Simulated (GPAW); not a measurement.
Input of a GPAW 26.7.0 run:

Contents of run.py:

```python
from ase.eos import EquationOfState
from ase.io import Trajectory, read
from ase.units import GPa
from gpaw import GPAW, PW, setup_paths

setup_paths.insert(0, '.')

atoms = read('SnTe.xyz')

traj = Trajectory('eos.traj', 'w')
volumes, energies = [], []
for x in [0.94, 0.96, 0.98, 1.0, 1.02, 1.04, 1.06]:
    a = atoms.copy()
    a.set_cell(atoms.cell * x**(1 / 3), scale_atoms=True)
    calc = GPAW(mode=PW(600),
                xc='PBE',
                kpts={'size': (6, 6, 6), 'gamma': True},
                occupations={'name': 'fermi-dirac', 'width': 0.05},
                setups={'Sn': 'jth', 'Te': 'jth'},
                nbands=-9,
                convergence={'density': 1e-05, 'energy': 1e-05},
                maxiter=150,
                txt=f'eos-{x:.2f}.txt')
    a.calc = calc
    energies.append(a.get_potential_energy(force_consistent=True))
    volumes.append(a.get_volume())
    p = -a.get_stress()[:3].mean() / GPa
    calc.write(f'eos-{x:.2f}.gpw')
    traj.write(a)
    print(f'{x:.2f} {volumes[-1]:10.4f} A^3 {energies[-1]:14.6f} eV {p:9.3f} GPa', flush=True)

v0, e0, B = EquationOfState(volumes, energies, eos='birchmurnaghan').fit()
print(f'V0 = {v0:.4f} A^3, E0 = {e0:.6f} eV, B0 = {B / GPa:.2f} GPa')
```

File SnTe.xyz:

```xyz
2
Lattice="0.0000000000 3.1508500000 3.1508500000 3.1508500000 0.0000000000 3.1508500000 3.1508500000 3.1508500000 0.0000000000" Properties=species:S:1:pos:R:3 pbc="T T T"
Te     3.1508500000      3.1508500000      3.1508500000
Sn     0.0000000000      0.0000000000      0.0000000000
```

Potentials or basis: JTH PAW 2.0, PBE, pw.

Launch:

```sh
$ OMP_NUM_THREADS=1 python run.py
```

Problem. Predict the bulk modulus.

Solution. 32 GPa (rough).

Problem. Predict the equilibrium volume.

Solution. 32.98 Å³/atom (rough: see the caveat).

Energy against volume, from the lowest point:
```tsv
volume (Å³/atom)	energy (meV/atom)
29.404	56.23
30.030	35.79
30.656	20.49
31.281	10.54
31.907	3.71
32.532	0.35
33.158	0.00
```

Caveat: the fit is doubtful: noisy points or a state that changes with volume; the program truncates these outside data sets. The run has no spin-orbit coupling, so splittings on Te are missing.
